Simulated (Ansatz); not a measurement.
Crystal: CuI (Marshite).

```xyz
2
Lattice="0.0000 3.0315 3.0315 3.0315 0.0000 3.0315 3.0315 3.0315 0.0000" Properties=species:S:1:pos:R:3 pbc="T T T"
I     0.0000    0.0000    0.0000
Cu    4.5473    4.5473    4.5473
```

Base run:

| Property | Result |
| --- | --- |
| Program | Ansatz 0.2.0 |
| Functional | PBE0 |
| Potentials or basis | all-electron PAW datasets made for the crystal |
| Cutoff | 290 eV (chosen from the basis error) |
| k mesh | 6 × 6 × 6 |
| Occupations | fermi-dirac, width 0.05 eV |
| Spin | no spin polarisation |

Its results: band gap on the k mesh 3.29 eV, direct; pressure 0.5 GPa.

Q: The run is repeated on the same cell with these changes: functional from PBE0 to HSE06. What comes out?

A: Band gap on the k mesh 2.63 eV, direct; pressure 0.6 GPa.

Caveats: spin-orbit coupling is left out, which moves the levels of the heavy elements.

